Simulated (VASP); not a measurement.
# Ni (Fm-3m) in VASP: notebook

Aim: see how the results for Ni move with the level of theory and the settings. Levels: PBE, LDA. Tasks: band structure.

Everything below comes from runs of VASP 6.6.1. Logs are shortened: lines on timing, memory, paths and dates and some standing lists are left out, and cuts for length are marked.

## Step 1: Starting point

Symmetry: Fm-3m, No. 225, cubic system. Conventional cell: a = 3.475 Å, b = 3.475 Å, c = 3.475 Å, α = 90.00°, β = 90.00°, γ = 90.00°. Around Ni (site symmetry m-3m) lie 12 Ni at 2.46 Å.

## Step 2: Band structure, PBE, collinear spin, ferromagnetic start

INCAR reads:

```
ALGO = Normal ; EDIFF = 1E-6
ENCUT = 520 ; GGA = PE
ISIF = 2 ; ISMEAR = -1
ISPIN = 2 ; LASPH = T
LCHARG = F ; LMAXMIX = 4
LORBIT = 11 ; LREAL = F
LWAVE = F ; MAGMOM = 1
NELM = 150 ; PREC = Accurate
SIGMA = 0.05
```

KPOINTS reads:

```
k-points
0
Gamma
  13 13 13
```

POSCAR reads:

```
Ni
1.0
    0.0000000000      1.7375729330      1.7375729330
    1.7375729330      0.0000000000      1.7375729330
    1.7375729330      1.7375729330      0.0000000000
Ni
1
Direct
    0.0000000000      0.0000000000      0.0000000000
```

KPOINTS_OPT reads:

```
path GXWKGLUWLK,UX
20
line-mode
reciprocal
 0.0000000000  0.0000000000  0.0000000000  G
 0.5000000000  0.0000000000  0.5000000000  X

 0.5000000000  0.0000000000  0.5000000000  X
 0.5000000000  0.2500000000  0.7500000000  W

 0.5000000000  0.2500000000  0.7500000000  W
 0.3750000000  0.3750000000  0.7500000000  K

 0.3750000000  0.3750000000  0.7500000000  K
 0.0000000000  0.0000000000  0.0000000000  G

 0.0000000000  0.0000000000  0.0000000000  G
 0.5000000000  0.5000000000  0.5000000000  L

 0.5000000000  0.5000000000  0.5000000000  L
 0.6250000000  0.2500000000  0.6250000000  U

 0.6250000000  0.2500000000  0.6250000000  U
 0.5000000000  0.2500000000  0.7500000000  W

 0.5000000000  0.2500000000  0.7500000000  W
 0.5000000000  0.5000000000  0.5000000000  L

 0.5000000000  0.5000000000  0.5000000000  L
 0.3750000000  0.3750000000  0.7500000000  K

 0.6250000000  0.2500000000  0.6250000000  U
 0.5000000000  0.0000000000  0.5000000000  X
```

Potentials or basis: VASP PAW PBE potentials, release 64 (Ni).

Command:

```bash
$ cat potpaw_PBE.64/Ni/POTCAR > POTCAR
$ mpirun -np 1 vasp_std > vasp.out
```

OUTCAR:

```text
EDIFF = 1E-6
   ENCUT = 520
   GGA = PE
   ISIF = 2
   ISMEAR = -1
   ISPIN = 2
   LASPH = T
   LORBIT = 11
   LREAL = F
   NELM = 150
   PREC = Accurate

 ion  position               nearest neighbor table
   1  0.000  0.000  0.000-

  LATTYP: Found a face centered cubic cell.
 ALAT       =     3.4751458660

  Lattice vectors:

 A1 = (   0.0000000000,   1.7375729330,   1.7375729330)
 A2 = (   1.7375729330,   0.0000000000,   1.7375729330)
 A3 = (   1.7375729330,   1.7375729330,   0.0000000000)

Analysis of symmetry for initial positions (statically):
=====================================================================
 Subroutine PRICEL returns:
 Original cell was already a primitive cell.

 Routine SETGRP: Setting up the symmetry group for a
 face centered cubic supercell.

 Subroutine GETGRP returns: Found 48 space group operations
 (whereof 48 operations were pure point group operations)
 out of a pool of 48 trial point group operations.

The static configuration has the point symmetry O_h .

Analysis of symmetry for dynamics (positions and initial velocities):
=====================================================================
 Subroutine PRICEL returns:
 Original cell was already a primitive cell.

 Routine SETGRP: Setting up the symmetry group for a
 face centered cubic supercell.

 Subroutine GETGRP returns: Found 48 space group operations
 (whereof 48 operations were pure point group operations)
 out of a pool of 48 trial point group operations.

The dynamic configuration has the point symmetry O_h .

Analysis of structural, dynamic, and magnetic symmetry:
=====================================================================
 Subroutine PRICEL returns:
 Original cell was already a primitive cell.

 Routine SETGRP: Setting up the symmetry group for a
 face centered cubic supercell.

 Subroutine GETGRP returns: Found 48 space group operations
 (whereof 48 operations were pure point group operations)
 out of a pool of 48 trial point group operations.

The overall configuration has the point symmetry O_h .

 Subroutine INISYM returns: Found 48 space group operations
 (whereof 48 operations are pure point group operations),
 and found     1 'primitive' translations

----------------------------------------------------------------------------------------

                                     Primitive cell

  volume of cell :      10.4920

  direct lattice vectors                    reciprocal lattice vectors
     0.000000000  1.737572933  1.737572933    -0.287757705  0.287757705  0.287757705
[... 119 lines left out ...]
   NGX =  9   NGY =  9   NGZ =  9

 number of electron      10.0000000 magnetization       1.0000000

 number of electron       9.9999998 magnetization       0.6225240

 Free energy of the ion-electron system (eV)
  ---------------------------------------------------
  ext. energy  EPLUGINS =         0.00000000
  ---------------------------------------------------
  free energy    TOTEN  =        -5.47066888 eV

  energy without entropy =       -5.45795761  energy(sigma->0) =       -5.46431324

 E-fermi :   9.9024     XC(G=0): -13.4711

 val. band max:        9.9012166408   @ k =   0.3846   0.3846   0.0000
 cond. band min:       9.9210006815   @ k =  -0.3846   0.3077   0.0000
 fundamental gap:      0.0197840407
 Fermi energy:         9.9024392571

 spin component 1

 k-point     1 :       0.0000    0.0000    0.0000
  band No.  band energies     occupation
      1       0.6315      1.00000
      2       7.3751      1.00000
      3       7.3751      1.00000
      4       7.3751      1.00000
      5       8.6123      1.00000
      6       8.6123      1.00000
      7      33.9272      0.00000
      8      38.0769      0.00000
      9      38.0769      0.00000
     10      38.0769      0.00000
[... 287 lines left out ...]
 k-point    24 :       0.4615    0.1538    0.0000
  band No.  band energies     occupation
      1       5.2255      1.00000
      2       6.9546      1.00000
      3       7.3986      1.00000
      4       7.8022      1.00000
      5       9.3347      0.99999
      6      10.7736      0.00000
      7      18.0552      0.00000
      8      29.0982      0.00000
      9      30.8746      0.00000
     10      33.0370      0.00000

 [... further k-points ...]

 spin component 2

 k-point     1 :       0.0000    0.0000    0.0000
  band No.  band energies     occupation
      1       0.6045      1.00000
      2       8.1208      1.00000
      3       8.1208      1.00000
      4       8.1208      1.00000
      5       9.1932      1.00000
      6       9.1932      1.00000
      7      33.7807      0.00000
      8      38.0584      0.00000
      9      38.0584      0.00000
     10      38.0584      0.00000
[... 287 lines left out ...]
 k-point    24 :       0.4615    0.1538    0.0000
  band No.  band energies     occupation
      1       5.5888      1.00000
      2       7.3740      1.00000
      3       7.9935      1.00000
      4       8.4332      1.00000
      5      10.0804      0.02769
      6      11.2370      0.00000
      7      18.3259      0.00000
      8      29.1316      0.00000
      9      30.9549      0.00000
     10      33.0941      0.00000

 [... further k-points ...]

------------------------ aborting loop because EDIFF is reached ----------------------------------------

  FORCE on cell =-STRESS in cart. coord.  units (eV):
  Direction    XX          YY          ZZ          XY          YZ          ZX
  --------------------------------------------------------------------------------------
  -------------------------------------------------------------------------------------
  Total        0.5206538      0.5206538      0.5206538      0.0000000      0.0000000      0.0000000
  in kB       79.5061016     79.5061016     79.5061016      0.0000000      0.0000000      0.0000000
  external PRESSURE =      79.5061016 kB  Pullay stress =       0.0000000 kB

 VOLUME and BASIS-vectors are now :
 -----------------------------------------------------------------------------
  energy-cutoff  :      520.00
  volume of cell :       10.49
      direct lattice vectors                 reciprocal lattice vectors
     0.000000000  1.737572933  1.737572933    -0.287757705  0.287757705  0.287757705
     1.737572933  0.000000000  1.737572933     0.287757705 -0.287757705  0.287757705
     1.737572933  1.737572933  0.000000000     0.287757705  0.287757705 -0.287757705

 POSITION                                       TOTAL-FORCE (eV/Angst)
 -----------------------------------------------------------------------------------
      0.00000      0.00000      0.00000         0.000000      0.000000      0.000000
 -----------------------------------------------------------------------------------
    total drift:                                0.000000     -0.000000     -0.000000

  FREE ENERGIE OF THE ION-ELECTRON SYSTEM (eV)
  ---------------------------------------------------
  free  energy   TOTEN  =        -5.4706688805 eV

  energy  without entropy=       -5.4579576058  energy(sigma->0) =       -5.46431324

 total charge

# of ion       s       p       d       tot
------------------------------------------
    1        0.513   0.531   8.332   9.377

 magnetization (x)

# of ion       s       p       d       tot
------------------------------------------
    1       -0.006  -0.024   0.660   0.631
```

stdout:

```text
POSCAR found type information on POSCAR Ni
 POSCAR found :  1 types and       1 ions
 scaLAPACK will be used
 LDA part: xc-table for (Slater+PW92), standard interpolation
 POSCAR, INCAR and KPOINTS ok, starting setup
 FFT: planning ... GRIDC
 FFT: planning ... GRID_SOFT
 FFT: planning ... GRID
 WAVECAR not read
 entering main loop
 Start KPOINTS_OPT (optional k-point list driver)
k-point batch [1-84\200]
k-point batch [85-168\200]
k-point batch [169-200\200]
```

It took 26 s on 1 thread of Intel Xeon Platinum 8559C (Emerald Rapids), shared host; peak memory 0.14 GiB.

Results:

```
Free energy                                           : -5.4707 eV
Pressure                                              : 8.0 GPa
Band gap along the path                               : none (metal or under the smearing width)
Net moment                                            : 0.62 μB per cell
Site moments                                          : Ni +0.63 μB
Valence electrons inside the program's atomic spheres : Ni 9.38
```

## Step 3: Band structure, LDA, collinear spin, ferromagnetic start

INCAR reads:

```
PREC     = Accurate       # precision mode
ENCUT    = 520            # plane-wave cutoff, eV
EDIFF    = 1E-7           # SCF threshold, eV
ISMEAR   = -1             # smearing method
SIGMA    = 0.05           # smearing width, eV
LREAL    = False          # projectors in reciprocal space
LASPH    = True           # aspherical terms in the spheres
NELM     = 150            # most SCF steps
ALGO     = Normal         # electronic algorithm
ISIF     = 2              # what is computed and relaxed
LWAVE    = False          # write WAVECAR
LCHARG   = False          # write CHGCAR
ISPIN    = 2              # spin polarisation
MAGMOM   = 1              # initial moments
LORBIT   = 11             # projections on sites
LMAXMIX  = 4              # l up to which the mixer works
GGA      = CA             # functional
```

KPOINTS reads:

```
Automatic mesh
0
Gamma
  13 13 13
```

POSCAR is that of step 2.

KPOINTS_OPT is that of step 2.

Potentials or basis: VASP PAW LDA potentials, release 64 (Ni).

Command:

```bash
$ cat potpaw_LDA.64/Ni/POTCAR > POTCAR
$ mpirun -np 1 vasp_std > vasp.out
```

It took 37 s on 1 thread of Intel Xeon Platinum 8559C (Emerald Rapids), shared host; peak memory 0.13 GiB.

It converged, with:

```
Free energy                                           : -6.5730 eV
Pressure                                              : -10.1 GPa
Band gap along the path                               : none (metal or under the smearing width)
Net moment                                            : 0.62 μB per cell
Site moments                                          : Ni +0.62 μB
Valence electrons inside the program's atomic spheres : Ni 9.39
```

Levels at the corners of the path, in eV from the Fermi level:
Spin up:
```csv
point,band 3,band 4,band 5,band 6,band 7,band 8
Γ,-2.45,-2.45,-1.23,-1.23,24.09,28.13
X,-0.48,-0.34,-0.34,2.47,9.61,15.11
X,-0.48,-0.34,-0.34,2.47,9.61,15.11
W,-3.13,-1.31,-0.34,7.97,7.97,10.30
W,-3.13,-1.31,-0.34,7.97,7.97,10.30
K,-2.12,-1.07,-0.62,5.91,7.52,10.32
K,-2.12,-1.07,-0.62,5.91,7.52,10.32
Γ,-2.45,-2.45,-1.23,-1.23,24.09,28.13
Γ,-2.45,-2.45,-1.23,-1.23,24.09,28.13
L,-2.45,-0.50,-0.50,-0.32,5.98,22.59
L,-2.45,-0.50,-0.50,-0.32,5.98,22.59
U,-2.12,-1.07,-0.62,5.91,7.52,10.32
U,-2.12,-1.07,-0.62,5.91,7.52,10.32
W,-3.13,-1.31,-0.34,7.97,7.97,10.30
W,-3.13,-1.31,-0.34,7.97,7.97,10.30
L,-2.45,-0.50,-0.50,-0.32,5.98,22.59
L,-2.45,-0.50,-0.50,-0.32,5.98,22.59
K,-2.12,-1.07,-0.62,5.91,7.52,10.32
U,-2.12,-1.07,-0.62,5.91,7.52,10.32
X,-0.48,-0.34,-0.34,2.47,9.61,15.11
```
Spin down:
```csv
point,band 1,band 2,band 3,band 4,band 5,band 6,band 7,band 8,band 9
Γ,-9.19,-1.82,-1.82,-1.82,-0.66,-0.66,24.08,28.18,28.18
X,-4.47,-3.81,0.13,0.37,0.37,2.53,9.89,15.19,15.19
X,-4.47,-3.81,0.13,0.37,0.37,2.53,9.89,15.19,15.19
W,-3.50,-2.61,-2.61,-0.75,0.37,8.19,8.19,10.53,11.64
W,-3.50,-2.61,-2.61,-0.75,0.37,8.19,8.19,10.53,11.64
K,-3.69,-3.35,-1.59,-0.49,0.08,6.15,7.75,10.55,17.63
K,-3.69,-3.35,-1.59,-0.49,0.08,6.15,7.75,10.55,17.63
Γ,-9.19,-1.82,-1.82,-1.82,-0.66,-0.66,24.08,28.18,28.18
Γ,-9.19,-1.82,-1.82,-1.82,-0.66,-0.66,24.08,28.18,28.18
L,-4.61,-1.89,-1.89,-0.28,0.16,0.16,6.37,22.57,25.32
L,-4.61,-1.89,-1.89,-0.28,0.16,0.16,6.37,22.57,25.32
U,-3.69,-3.35,-1.59,-0.49,0.08,6.15,7.75,10.55,17.63
U,-3.69,-3.35,-1.59,-0.49,0.08,6.15,7.75,10.55,17.63
W,-3.50,-2.61,-2.61,-0.75,0.37,8.19,8.19,10.53,11.64
W,-3.50,-2.61,-2.61,-0.75,0.37,8.19,8.19,10.53,11.64
L,-4.61,-1.89,-1.89,-0.28,0.16,0.16,6.37,22.57,25.32
L,-4.61,-1.89,-1.89,-0.28,0.16,0.16,6.37,22.57,25.32
K,-3.69,-3.35,-1.59,-0.49,0.08,6.15,7.75,10.55,17.63
U,-3.69,-3.35,-1.59,-0.49,0.08,6.15,7.75,10.55,17.63
X,-4.47,-3.81,0.13,0.37,0.37,2.53,9.89,15.19,15.19
```

## Step 4: The reference run

An earlier run on the cell as given: functional PBEsol; potentials or basis VASP PAW PBE potentials, release 64 (Ni); cutoff 520 eV; k mesh 13 × 13 × 13; occupations fermi-dirac, width 0.05 eV; collinear spin, ferromagnetic start; starting moments [1.0] μB.

* Pressure: -2.4 GPa
* Band gap on the k mesh: none (metal or under the smearing width)
* Net moment: 0.62 μB per cell
* Site moments: Ni +0.63 μB
* Valence electrons inside the program's atomic spheres: Ni 9.38

## Step 5: Summary

```csv
task,level,potentials or basis,ladder,pressure (GPa),moment (μB)
band structure,PBE,"VASP PAW PBE potentials, release 64 (Ni)",-,8.0,0.62
band structure,LDA,"VASP PAW LDA potentials, release 64 (Ni)",-,-10.1,0.62
single point,PBEsol,"VASP PAW PBE potentials, release 64 (Ni)",free,-2.4,0.62
```

Alike in all rows: spin collinear, ferromagnetic start; cell as given; k mesh 13 × 13 × 13; cutoff (eV) 520; smearing fermi-dirac 0.05 eV.

Caveats: the PAW data sets were made with another functional, which shifts forces and pressure a little (some runs).

Total energies depend on the potentials used, so only differences within one code and one set of settings carry meaning.
